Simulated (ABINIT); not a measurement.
# Sb (Fm-3m) in ABINIT: reference runs

How does Sb come out in PBE? The cell is run as given and disturbed.

Program: ABINIT 10.8.3 (patched build). These are calculated values, not measurements. Logs are shortened: lines on timing, memory, paths and dates and some standing lists are left out, and cuts for length are marked. The log counts tension as positive stress, the text compression.

**1. The structure**

Symmetry: Fm-3m, No. 225, cubic system. Conventional cell: a = 4.742 Å, b = 4.742 Å, c = 4.742 Å, α = 90.00°, β = 90.00°, γ = 90.00°. Sb (site symmetry m-3m) has 12 Sb at 3.35 Å as nearest neighbours.

This isn't the form of Sb at room conditions, which is rhombohedral.

**2. Single point, PBE**

run.abi reads:

```
# Pseudopotentials
pp_dirpath "./"
pseudos "Sb.GGA_PBE-JTH.xml"

# Structure
acell 3.3534433337 3.3534433337 3.3534433337 Angstrom
rprim
     0.0000000000     0.7071067812     0.7071067812
     0.7071067812     0.0000000000     0.7071067812
     0.7071067812     0.7071067812     0.0000000000
ntypat 1
znucl 51
natom 1
typat 1
xred
     0.0000000000     0.0000000000     0.0000000000

# Plane-wave basis
ecut 16.0
pawecutdg 32.0
pawxcdev 0

# k points
kptopt 1
ngkpt 10 10 10
nshiftk 1
shiftk 0.0 0.0 0.0

# Exchange and correlation
ixc 11

# Bands and occupations
nband 12
occopt 3
tsmear 0.00183747

# SCF cycle
nstep 100
tolvrs 1.0e-9

# Output
iomode 3
prtwf 0
prteig 0
prtebands 0
prtden 1
prtvha 1
prtvclmb 1
prtpot 1
```

Potentials or basis: JTH PAW PBE v2.0.

Started as:

```sh
$ abinit run.abi > log 2>&1
```

run.abo:

```text
.Version 10.8.3 of ABINIT
 Symmetries : space group Fm -3 m (#225); Bravais cF (face-center cubic)
================================================================================
 Values of the parameters that define the memory need of the present run
     intxc =       0    ionmov =       0      iscf =      17    lmnmax =      18
     lnmax =       6     mgfft =      24  mpssoang =       3    mqgrid =    3001
     natom =       1  nloc_mem =       2    nspden =       1   nspinor =       1
    nsppol =       1      nsym =      48    n1xccc =       1    ntypat =       1
    occopt =       3   xclevel =       2
       mpw =         564          nfft =       13824          nkpt =          47
 PAW method is used; the additional fine FFT grid is defined by:
   mgfftf=        36    nfftf =     46656
================================================================================
================================================================================

--------------------------------------------------------------------------------
------------- Echo of variables that govern the present computation ------------
--------------------------------------------------------------------------------
 -outvars: echo values of preprocessed input variables --------
            acell      6.3370894794E+00  6.3370894794E+00  6.3370894794E+00 Bohr
              amu      1.21753000E+02
             ecut      1.60000000E+01 Hartree
              ixc          11
         kptrlatt       10    0    0      0   10    0      0    0   10
          kptrlen      6.33708948E+01
            natom           1
            nband          12
            ngfft          24      24      24
          ngfftdg          36      36      36
             nkpt          47
            nstep         100
             nsym          48
           ntypat           1
           occopt           3
        pawecutdg      3.20000000E+01 Hartree
         pawxcdev           0
        prtebands           0
           prteig           0
           prtpot           1
         prtvclmb           1
           prtvha           1
            prtwf           0
            rprim      0.0000000000E+00  7.0710678120E-01  7.0710678120E-01
                       7.0710678120E-01  0.0000000000E+00  7.0710678120E-01
                       7.0710678120E-01  7.0710678120E-01  0.0000000000E+00
          spgroup         225
           tolvrs      1.00000000E-09
           tsmear      1.83747000E-03 Hartree
            typat      1
           useylm           1
            znucl       51.00000

================================================================================

 chkinp: Checking input parameters for consistency.

================================================================================
== DATASET  1 ==================================================================

--- !DatasetInfo
iteration_state: {dtset: 1, }
dimensions: {natom: 1, nkpt: 47, mband: 12, nsppol: 1, nspinor: 1, nspden: 1, mpw: 564, }
cutoff_energies: {ecut:  16.0, pawecutdg:  32.0, }
electrons: {nelect:   1.50000000E+01, charge:   0.00000000E+00, occopt:   3.00000000E+00, tsmear:   1.83747000E-03, }
meta: {optdriver: 0, ionmov: 0, optcell: 0, iscf: 17, paral_kgb: 0, }
...

 Exchange-correlation functional for the present dataset will be:
  GGA: Perdew-Burke-Ernzerhof functional - ixc=11
  J.P.Perdew, K.Burke, M.Ernzerhof, PRL 77, 3865 (1996)

 Real(R)+Recip(G) space primitive vectors, cartesian coordinates (Bohr,Bohr^-1):
 R(1)=  0.0000000  4.4809989  4.4809989  G(1)= -0.1115823  0.1115823  0.1115823
 R(2)=  4.4809989  0.0000000  4.4809989  G(2)=  0.1115823 -0.1115823  0.1115823
 R(3)=  4.4809989  4.4809989  0.0000000  G(3)=  0.1115823  0.1115823 -0.1115823
 Unit cell volume ucvol=  1.7995111E+02 bohr^3
 Angles (23,13,12)=  6.00000000E+01  6.00000000E+01  6.00000000E+01 degrees

 Coarse grid specifications (used for wave-functions):

 getcut: wavevector=  0.0000  0.0000  0.0000  ngfft=  24  24  24
         ecut(hartree)=     16.000   => boxcut(ratio)=   2.10328

 Fine grid specifications (used for densities):

 getcut: wavevector=  0.0000  0.0000  0.0000  ngfft=  36  36  36
         ecut(hartree)=     32.000   => boxcut(ratio)=   2.23086

 getcut : COMMENT -
  Note that boxcut > 2.2 ; recall that boxcut=Gcut(box)/Gcut(sphere) = 2
  is sufficient for exact treatment of convolution.
  Such a large boxcut is a waste : you could raise ecut
  e.g. ecut=   39.813933 Hartrees makes boxcut=2

--- Pseudopotential description ------------------------------------------------
- pspini: atom type   1  psp file is ./Sb.GGA_PBE-JTH.xml
 Pseudopotential format is: paw10
 basis_size (lnmax)=  6 (lmn_size= 18), orbitals=   0   0   1   1   2   2
 Spheres core radius: rc_sph= 2.40089151
 Shapefunction is BESSEL type: shapef(r,l)=aa(1,l)*jl(q(1,l)*r)+aa(2,l)*jl(q(2,l)*r)
 Radius for shape functions =  2.00542650
 Compensation charge density is not taken into account in XC energy/potential

   3.83764456E+02                                ecore*ucvol(ha*bohr**3)
--------------------------------------------------------------------------------

================================================================================

--- !BeginCycle
iteration_state: {dtset: 1, }
solver: {iscf: 17, nstep: 100, nline: 4, wfoptalg: 10, }
tolerances: {tolvrs: 1.00E-09, }
...

     iter   Etot(hartree)      deltaE(h)  residm     nres2
 ETOT  1  -82.093867183954    -8.209E+01 1.105E+01 5.419E-01
 ETOT  2  -82.603004418686    -5.091E-01 1.368E-01 1.601E-01
 ETOT  3  -82.602597155303     4.073E-04 1.365E-02 2.625E-02
 ETOT  4  -82.602547351897     4.980E-05 2.817E-03 2.329E-03
 ETOT  5  -82.602548298998    -9.471E-07 3.037E-03 8.602E-06
 ETOT  6  -82.602548501400    -2.024E-07 6.649E-04 3.444E-06
 ETOT  7  -82.602548485653     1.575E-08 4.219E-04 3.264E-08
 ETOT  8  -82.602548486608    -9.548E-10 1.754E-04 3.952E-09
 ETOT  9  -82.602548486612    -3.780E-12 9.623E-05 5.553E-10

 At SCF step    9       nres2   =  5.55E-10 < tolvrs=  1.00E-09 =>converged.

 Cartesian components of stress tensor (hartree/bohr^3)
  sigma(1 1)= -5.91729411E-05  sigma(3 2)=  0.00000000E+00
  sigma(2 2)= -5.91729411E-05  sigma(3 1)=  0.00000000E+00
  sigma(3 3)= -5.91729411E-05  sigma(2 1)=  0.00000000E+00

--- !ResultsGS
iteration_state: {dtset: 1, }
comment   : Summary of ground state results
lattice_vectors:
- [  0.0000000,   4.4809989,   4.4809989, ]
- [  4.4809989,   0.0000000,   4.4809989, ]
- [  4.4809989,   4.4809989,   0.0000000, ]
lattice_lengths: [   6.33709,    6.33709,    6.33709, ]
lattice_angles: [ 60.000,  60.000,  60.000, ] # degrees, (23, 13, 12)
lattice_volume:   1.7995111E+02
convergence: {deltae: -3.780E-12, res2:  5.553E-10, residm:  9.623E-05, diffor: null, }
etotal    :  -8.26025485E+01
entropy   :   0.00000000E+00
fermie    :   3.01622082E-01
cartesian_stress_tensor: # hartree/bohr^3
- [ -5.91729411E-05,   0.00000000E+00,   0.00000000E+00, ]
- [  0.00000000E+00,  -5.91729411E-05,   0.00000000E+00, ]
- [  0.00000000E+00,   0.00000000E+00,  -5.91729411E-05, ]
pressure_GPa:   1.7409E+00
xred      :
- [  0.0000E+00,   0.0000E+00,   0.0000E+00, Sb]
cartesian_forces: # hartree/bohr
- [ -0.00000000E+00,  -0.00000000E+00,  -0.00000000E+00, ]
force_length_stats: {min:   0.00000000E+00, max:   0.00000000E+00, mean:   0.00000000E+00, }
...

 Integrated electronic density in atomic spheres:
 ------------------------------------------------
 Atom  Sphere_radius  Integrated_density
    1        2.40089         12.35053011

================================================================================

 ----iterations are completed or convergence reached----

 Mean square residual over all n,k,spin=   51.769E-08; max=  96.227E-06
 reduced coordinates (array xred) for    1 atoms
       0.000000000000      0.000000000000      0.000000000000
 rms dE/dt=  0.0000E+00; max dE/dt=  0.0000E+00; dE/dt below (all hartree)
    1       0.000000000000      0.000000000000      0.000000000000

 cartesian coordinates (angstrom) at end:
    1      0.00000000000000     0.00000000000000     0.00000000000000

 cartesian forces (hartree/bohr) at end:
    1     -0.00000000000000    -0.00000000000000    -0.00000000000000
 frms,max,avg= 0.0000000E+00 0.0000000E+00   0.000E+00  0.000E+00  0.000E+00 h/b

 cartesian forces (eV/Angstrom) at end:
    1     -0.00000000000000    -0.00000000000000    -0.00000000000000
 frms,max,avg= 0.0000000E+00 0.0000000E+00   0.000E+00  0.000E+00  0.000E+00 e/A
 length scales=  6.337089479444  6.337089479444  6.337089479444 bohr
              =  3.353443333700  3.353443333700  3.353443333700 angstroms
 Fermi (or HOMO) energy (hartree) =   0.30162   Average Vxc (hartree)=  -0.36540
 Eigenvalues (hartree) for nkpt=  47  k points:
 kpt#   1, nband= 12, wtk=  0.00100, kpt=  0.0000  0.0000  0.0000 (reduced coord)
  -0.77518   -0.77518   -0.77518   -0.77378   -0.77378   -0.17527    0.50041    0.50041
   0.50041    0.68047    0.68990    0.68990
      occupation numbers for kpt#   1
   2.00000    2.00000    2.00000    2.00000    2.00000    2.00000    0.00000    0.00000
   0.00000    0.00000    0.00000    0.00000
 prteigrs : prtvol=0 or 1, do not print more k-points.

--- !EnergyTerms
iteration_state     : {dtset: 1, }
comment             : Components of total free energy in Hartree
kinetic             :  4.11081111526215E+00
hartree             :  2.13058619970579E+01
xc                  : -2.35302822932652E+00
Ewald energy        : -5.75537943420009E+01
psp_core            :  2.13260404232090E+00
local_psp           : -6.61130137984037E+01
PAW spherical_terms :  1.58682490344042E+01
internal            : -8.26023101806860E+01
'-kT*entropy'       : -2.46180153737305E-04
total_energy        : -8.26025563608397E+01
total_energy_eV     : -2.24773006604022E+03
...

--- !EnergyTermsDC
iteration_state     : {dtset: 1, }
comment             : '"Double-counting" decomposition of free energy'
band_energy         : -7.20759571113638E+00
Ewald energy        : -5.75537943420009E+01
psp_core            :  2.13260404232090E+00
xc_dc               : -2.09847226305341E+01
PAW spherical_terms :  1.01120633489238E+00
internal            : -8.26023023064581E+01
'-kT*entropy'       : -2.46180153737305E-04
total_energy_dc     : -8.26025484866119E+01
total_energy_dc_eV  : -2.24772985177157E+03
...

--- !EnergyTermsWithPAWCore
iteration_state     : {dtset: 1, }
comment             : 'Components of total free energy, including PAW core contributions'
Total energy        : -6.48158933494739E+03
Total energy DC     : -6.48158932707317E+03
Total energy (eV)   : -1.76373030881085E+05
Total energy DC (eV): -1.76373030666816E+05
...

 Cartesian components of stress tensor (hartree/bohr^3)
  sigma(1 1)= -5.91729411E-05  sigma(3 2)=  0.00000000E+00
  sigma(2 2)= -5.91729411E-05  sigma(3 1)=  0.00000000E+00
  sigma(3 3)= -5.91729411E-05  sigma(2 1)=  0.00000000E+00

-Cartesian components of stress tensor (GPa)         [Pressure=  1.7409E+00 GPa]
- sigma(1 1)= -1.74092803E+00  sigma(3 2)=  0.00000000E+00
- sigma(2 2)= -1.74092803E+00  sigma(3 1)=  0.00000000E+00
- sigma(3 3)= -1.74092803E+00  sigma(2 1)=  0.00000000E+00

== END DATASET(S) ==============================================================
================================================================================

 -outvars: echo values of variables after computation  --------
            acell      6.3370894794E+00  6.3370894794E+00  6.3370894794E+00 Bohr
           etotal     -8.2602548487E+01
            fcart     -0.0000000000E+00 -0.0000000000E+00 -0.0000000000E+00
            rprim      0.0000000000E+00  7.0710678120E-01  7.0710678120E-01
                       7.0710678120E-01  0.0000000000E+00  7.0710678120E-01
                       7.0710678120E-01  7.0710678120E-01  0.0000000000E+00
           strten     -5.9172941115E-05 -5.9172941115E-05 -5.9172941115E-05
                       0.0000000000E+00  0.0000000000E+00  0.0000000000E+00
 Calculation completed.
```

Run time: 8.8 s. Hardware: 1 thread of Arm Neoverse V1, shared host; peak memory 0.09 GiB.

What came out:

| Property | Result |
| --- | --- |
| Free energy | -2247.7299 eV |
| Pressure | 1.7 GPa |
| Band gap on the k mesh | none (metal or under the smearing width) |
| Valence electrons inside the program's atomic spheres | Sb 12.35 (radii [1.2705] Å) |

Spin-orbit coupling is left out, which matters for the levels of Sb.

**3. Single point, PBE**

run.py reads:

```python
import json, os
import numpy as np
from ase.units import GPa
from ase.calculators.abinit import Abinit, AbinitProfile
from ase import Atoms

atoms = Atoms(['Sb'],
              cell=[[0.0, 2.3712425216, 2.3712425216], [2.3712425216, 0.0, 2.3712425216], [2.3712425216, 2.3712425216, 0.0]],
              scaled_positions=[[0.0, 0.0, 0.0]],
              pbc=True)

profile = AbinitProfile(command='abinit', pp_paths=[os.path.abspath('pseudos')])
params = dict(
    pps='pawxml', xc='PBE',
    ecut=435.3822,
    pawecutdg=870.7644,
    pawxcdev=0,
    kptopt=1,
    ngkpt=[10, 10, 10],
    nshiftk=1,
    shiftk=[0.0, 0.0, 0.0],
    ixc=11,
    nband=12,
    occopt=3,
    tsmear=0.05,
    nstep=100,
    tolvrs=1e-09,
    prtwf=0,
    prtden=0,
)

atoms.calc = Abinit(profile=profile, directory='run', **params)
energy = atoms.get_potential_energy()
forces = atoms.get_forces()
stress = atoms.get_stress()
print(f'energy {energy:.6f} eV')
print('forces (eV/A)')
print(np.round(forces, 5))
print('stress (GPa, Voigt, tension positive)', np.round(stress / GPa, 4))
json.dump(dict(energy=energy, forces=forces.tolist(), stress=stress.tolist(), cell=atoms.cell.tolist(), frac=atoms.get_scaled_positions(wrap=False).tolist()), open('results.json', 'w'))
```

Potentials or basis: JTH PAW PBE v2.0.

Started as:

```sh
$ python run.py
```

Standard output:

```text
energy -2247.730067 eV
forces (eV/A)
[[-0. -0. -0.]]
stress (GPa, Voigt, tension positive) [-1.7409 -1.7409 -1.7409  0.      0.      0.    ]
```

abinit.in:

```text
ecut 435.3822 eV
ixc 11
kptopt 1
natom 1
nband 12
ngkpt
10 10 10
nshiftk 1
nsppol 1
nstep 100
occopt 3
pawecutdg 870.7644 eV
pawxcdev 0
prtden 0
prtwf 0
shiftk
0.0 0.0 0.0
tolvrs 1e-09
tsmear 0.05 eV
#Definition of the unit cell
acell
1.00000000000000 1.00000000000000 1.00000000000000 Angstrom
rprim
0.00000000000000 2.37124252160000 2.37124252160000
2.37124252160000 0.00000000000000 2.37124252160000
2.37124252160000 2.37124252160000 0.00000000000000
chkprim 0 # Allow non-primitive cells
#Definition of the atom types
ntypat 1
znucl 51
#Enumerate different atomic species
typat
 1
pseudos "./pseudos/Sb.GGA_PBE-JTH.xml"
#Definition of the atoms
xcart
0.00000000000000 0.00000000000000 0.00000000000000
chkexit 1 # abinit.exit file in the running directory terminates after the current SCF
```

abinit.abo:

```text
.Version 10.8.3 of ABINIT
 Symmetries : space group Fm -3 m (#225); Bravais cF (face-center cubic)
================================================================================
 Values of the parameters that define the memory need of the present run
     intxc =       0    ionmov =       0      iscf =      17    lmnmax =      18
[... 243 lines left out ...]
            fcart     -0.0000000000E+00 -0.0000000000E+00 -0.0000000000E+00
            rprim      0.0000000000E+00  2.3712425216E+00  2.3712425216E+00
                       2.3712425216E+00  0.0000000000E+00  2.3712425216E+00
                       2.3712425216E+00  2.3712425216E+00  0.0000000000E+00
           strten     -5.9173217050E-05 -5.9173217050E-05 -5.9173217050E-05
                       0.0000000000E+00  0.0000000000E+00  0.0000000000E+00
 Calculation completed.
```

Wall time 9.3 s (1 thread of Arm Neoverse V1, shared host); peak memory 0.09 GiB.

Results:

| Property | Result |
| --- | --- |
| Free energy | -2247.7299 eV |
| Pressure | 1.7 GPa |
| Band gap on the k mesh | none (metal or under the smearing width) |
| Valence electrons inside the program's atomic spheres | Sb 12.35 (radii [1.2705] Å) |

Levels at points of the mesh, in eV from the Fermi level:
| k point | band 4 | band 5 | band 6 | band 7 | band 8 | band 9 | band 10 | band 11 |
| --- | --- | --- | --- | --- | --- | --- | --- | --- |
| (0.00, 0.00, 0.00) | -29.26 | -29.26 | -12.98 | 5.41 | 5.41 | 5.41 | 10.31 | 10.57 |
| (0.50, 0.00, 0.00) | -29.22 | -29.22 | -9.16 | -5.85 | 3.70 | 3.70 | 8.46 | 9.53 |
| (0.50, 0.50, 0.00) | -29.21 | -29.21 | -7.51 | -4.95 | 0.40 | 0.40 | 4.22 | 4.71 |

The run has no spin-orbit coupling, so splittings on Sb are missing.

**4. Single point, PBE (cell strained at random at fixed volume)**

run.abi reads:

```
# Pseudopotentials
pp_dirpath "./"
pseudos "Sb.GGA_PBE-JTH.xml"

# Structure
acell 6.3905076933 6.2947495553 6.3730167818
rprim
    -0.0049569581     0.7039948043     0.7101878231
     0.7114157781     0.0133138679     0.7026452388
     0.7145034773     0.6996306335     0.0013257404
ntypat 1
znucl 51
natom 1
typat 1
xred
    -0.0075380000     0.0130910000    -0.0107430000
chkprim 0
chksymtnons 0
tolsym 1.0e-6

# Plane-wave basis
ecut 16.0
pawecutdg 32.0
pawxcdev 0

# k points
kptopt 1
ngkpt 10 10 10
nshiftk 1
shiftk 0.0 0.0 0.0

# Exchange and correlation
ixc 11

# Bands and occupations
nband 12
occopt 3
tsmear 0.00183747

# SCF cycle
nstep 100
tolvrs 1.0e-9

# Output
iomode 3
prtwf 0
prtden 0
prteig 0
prtebands 0
enunit 1
```

Started as:

```sh
$ abinit run.abi > log 2>&1
```

Wall time 77 s (1 thread of Arm Neoverse V1, shared host); peak memory 0.2 GiB.

It converged, with:

```yaml
Free_energy: -2247.7309 eV
Pressure: 1.6 GPa
Band_gap_on_the_k_mesh: none (metal or under the smearing width)
Valence_electrons_inside_the_program's_atomic_spheres: Sb 12.36 (radii [1.2705] Å)
```

Stress tensor (GPa, compression positive):
```
1.74 0.41 0.22
0.41 1.78 0.07
0.22 0.07 1.37
```

Levels at points of the mesh, in eV from the Fermi level:
| k point | band 4 | band 5 | band 6 | band 7 | band 8 | band 9 | band 10 | band 11 |
| --- | --- | --- | --- | --- | --- | --- | --- | --- |
| (0.00, 0.00, 0.00) | -29.32 | -29.31 | -13.03 | 5.03 | 5.27 | 5.74 | 10.09 | 10.32 |
| (0.50, 0.00, 0.00) | -29.28 | -29.28 | -9.41 | -5.94 | 3.68 | 4.07 | 8.59 | 9.48 |
| (0.00, 0.50, 0.00) | -29.28 | -29.27 | -8.91 | -5.85 | 3.17 | 3.44 | 7.97 | 9.05 |
| (0.50, 0.50, 0.00) | -29.27 | -29.26 | -7.54 | -5.00 | 0.19 | 0.49 | 4.14 | 4.68 |
| (0.00, 0.00, 0.50) | -29.28 | -29.27 | -9.23 | -5.91 | 3.64 | 3.74 | 8.46 | 9.38 |
| (0.50, 0.00, 0.50) | -29.27 | -29.26 | -7.44 | -4.92 | -0.05 | 0.52 | 3.95 | 4.67 |
| (0.00, 0.50, 0.50) | -29.27 | -29.26 | -7.71 | -5.09 | 0.16 | 0.84 | 4.18 | 4.93 |
| (0.50, 0.50, 0.50) | -29.28 | -29.27 | -9.28 | -5.92 | 3.47 | 3.96 | 8.36 | 9.21 |

Spin-orbit coupling is left out, which matters for the levels of Sb.
